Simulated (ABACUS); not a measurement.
K:

```
K
1.0
     2.69756    2.69756    2.69756
    -2.69756    2.69756    2.69756
    -2.69756   -2.69756    2.69756
K
1
Direct
  0.00000 0.00000 0.00000
```

Base run:

| Quantity | Value |
| --- | --- |
| Program | ABACUS 3.10.1 |
| Functional | PBEsol |
| Potentials or basis | SPMS ONCV 1.0 PBE |
| Cutoff | 1007 eV |
| Density cutoff | 4027 eV |
| Basis | plane waves |
| k mesh | 6 × 6 × 6 |
| Occupations | fermi-dirac, width 0.05 eV |
| Spin | no spin polarisation |

Its results: band gap on the k mesh none (metal or under the smearing width); pressure -0.3 GPa.

Problem. The run is repeated on the same cell with these changes: functional from PBEsol to HCTH407; potentials or basis from SPMS ONCV 1.0 PBE to PseudoDojo NC SR 0.5 PBE standard. What comes out?

Solution. Band gap on the k mesh none (metal or under the smearing width); pressure 0.1 GPa.

Caveats: the potentials were made for another functional, which shifts forces and pressure.

Not every run made on this cell is shown here.
